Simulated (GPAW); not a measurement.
CuI (Marshite) in GPAW: the effect of target pressure

CuI (Marshite):

```
CELL_PARAMETERS angstrom
0.00000 3.03150 3.03150
3.03150 0.00000 3.03150
3.03150 3.03150 0.00000
ATOMIC_POSITIONS crystal
I 0.00000 0.00000 0.00000
Cu 0.75000 0.75000 0.75000
```

Alike in all runs:

* Program: GPAW 26.7.0
* Task: relaxation of cell and atoms
* Functional: PBEsol
* Potentials or basis: PAW data sets generated in the run's folder for this functional
* Cutoff: 600 eV
* Basis: pw
* k mesh: 8 × 8 × 8
* Occupations: fermi-dirac, width 0.05 eV
* Spin: no spin polarisation

Each run relaxes the cell or the atoms first.

```tsv
target pressure	target pressure	relaxed volume (Å³/atom)	gap on the mesh (eV)
0 GPa	-	?	?
2 GPa	2 GPa	25.69	1.25
5 GPa	5 GPa	24.52	1.39
10 GPa	10 GPa	23.11	1.58
20 GPa	20 GPa	21.22	1.88
30 GPa	30 GPa	19.91	1.80
```

Q: What does the run with target pressure 0 GPa give?

A: Relaxed volume 26.65 Å³/atom; gap on the mesh 1.15 eV.

Worked out: In Murnaghan's law V^(-B') rises as a straight line in P. The other rows fit best with B' = 4.4, V0 = 26.62 Å³/atom and B0 = 51 GPa, which gives 26.62 Å³/atom at 0 GPa, against the run's 26.65. A parabola through the other rows of the gap on the mesh, of slope 0.0639 eV per GPa there, extrapolates to 1.11 eV, against the run's 1.15.

Caveats: with this Cu data set, volumes or pressures lay over 1.5 % or 2 GPa off other programs in two to four cells of ten; later steps reuse the first step's grids; spin-orbit coupling is left out, which moves the levels of the heavy elements; the volume moved by over 15 % at a fixed basis, so the end points are rough (some runs).

A k mesh can miss the band edges.

Runs at the PBE level aren't shown here.
